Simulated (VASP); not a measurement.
Si: relaxation of cell and atoms with LDA

Si:

```
Si
1.0
     2.66437    0.00000    0.00000
    -1.33218    2.30741    0.00000
     0.00000    0.00000    4.48272
Si
2
Cartesian
  0.0000 1.5383 1.1207
  1.3322 0.7691 3.3620
```

This isn't the form of Si at room conditions, which is diamond.

```json
{"Program": "VASP 6.6.1", "Task": "relaxation of cell and atoms", "Functional": "LDA", "Potentials or basis": "VASP PAW LDA potentials, release 64 (Si)", "Cutoff": "600 eV", "k mesh": "12 × 12 × 6", "Occupations": "gaussian, width 0.03 eV", "Spin": "no spin polarisation", "Further INCAR settings": "ALGO = Normal; EDIFF = 1e-07; IBRION = 2; EDIFFG = -0.005; NSW = 90; ISIF = 3"}
```

| Property | Result |
| --- | --- |
| Pressure after relaxing | 0.0 GPa |
| Band gap on the k mesh | none (metal or under the smearing width) |

Stress tensor (GPa, compression positive):
```
 0.05  0.00  0.00
 0.00  0.05  0.00
 0.00  0.00 -0.05
```

Final structure:
```xyz
2
Lattice="2.6644 0.0000 0.0000 -1.3322 2.3074 0.0000 0.0000 0.0000 4.4827" Properties=species:S:1:pos:R:3 pbc="T T T"
Si    0.0000    1.5383    1.1207
Si    1.3322    0.7691    3.3620
```

Levels at points of the mesh, in eV from the Fermi level:
```
           k point  band 1  band 2  band 3  band 4  band 5  band 6  band 7  band 8
(0.00, 0.00, 0.00)  -14.86   -8.17   -7.36    8.91    8.91   10.23   10.23   10.93
(0.50, 0.00, 0.00)   -8.45   -7.87   -1.85   -1.67   -1.42   -0.09    3.68    5.89
(0.00, 0.00, 0.50)  -13.07  -13.07    0.73    0.73   10.27   10.27   10.27   10.27
(0.50, 0.00, 0.50)   -6.72   -6.72   -6.12   -6.12    5.22    5.22    5.89    5.89
```

It took 9.5 s on 1 thread of Intel(R) Xeon(R) 6975P-C (Granite Rapids) (shared host), peak memory 0.14 GiB.

Caveat: the relaxation stopped at its first step, so nothing moved.
